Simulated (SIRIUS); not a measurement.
## HgTe: band structure with revPBE

HgTe:

```
Hg Te
1.0
     0.00000    2.95205    2.95205
     2.95205    0.00000    2.95205
     2.95205    2.95205    0.00000
Hg Te
1 1
Direct
  0.00000 0.00000 0.00000
  0.50000 0.50000 0.50000
```

Measurements of this composition are mostly on another form, of space group No. 216.

The cell isn't the ideal one: cell squeezed.

```
Program                                     : SIRIUS 7.12.0
Task                                        : band structure
Functional                                  : revPBE
Potentials or basis                         : all-electron FP-LAPW
Cutoff                                      : 157 eV
Basis                                       : apw+lo standard
k mesh                                      : 7 × 7 × 7
Occupations                                 : fermi-dirac, width 0.1 eV
Spin                                        : no spin polarisation
Muffin tin radii                            : Hg 2.65, Te 2.54 bohr
Basis cutoff (gk_cutoff)                    : 3.4 1/bohr
Cutoff of density and potential (pw_cutoff) : 20 1/bohr
lmax of the basis                           : 11
lmax of density and potential               : 8
Valence relativity                          : iora
Core states                                 : Hg 1s2s2p3s3p3d4s4p4d, Te 1s2s2p3s3p3d
Local orbitals (radial functions)           : Hg 17, Te 14
Reference energy of the basis               : 0.24 Ha
Coordinate units                            : lattice
Smallest sphere radius times basis cutoff   : 8.64
Start of the SCF                            : LDA density
```

```json
{
  "Band gap along the path": "none (metal or under the smearing width)",
  "All electrons inside the program's atomic spheres": "Hg 78.64; Te 49.78 (radii Hg 2.65, Te 2.54 bohr)"
}
```

Levels at the corners of the path, in eV from the Fermi level:
```csv
point,band 27,band 28,band 29,band 30,band 31,band 32
Γ,-0.94,-0.94,-0.94,-0.53,7.72,7.72
X,-4.99,-2.91,-2.74,-2.74,4.70,9.63
W,-4.76,-3.84,-3.84,2.04,4.76,6.79
K,-5.10,-4.29,-1.78,-0.01,5.59,7.39
Γ,-0.94,-0.94,-0.94,-0.53,7.72,7.72
L,-5.98,0.32,0.32,2.49,3.77,3.77
U,-5.10,-4.29,-1.78,-0.01,5.59,7.39
W,-4.76,-3.84,-3.84,2.04,4.76,6.79
L,-5.98,0.32,0.32,2.49,3.77,3.77
K,-5.10,-4.29,-1.78,-0.01,5.59,7.39
```

Run time: 69 s on 1 thread of Intel(R) Xeon(R) 6975P-C (Granite Rapids), on a shared host, peak memory 0.5 GiB.

Caveat: spin-orbit coupling is left out, which moves the levels of the heavy elements.
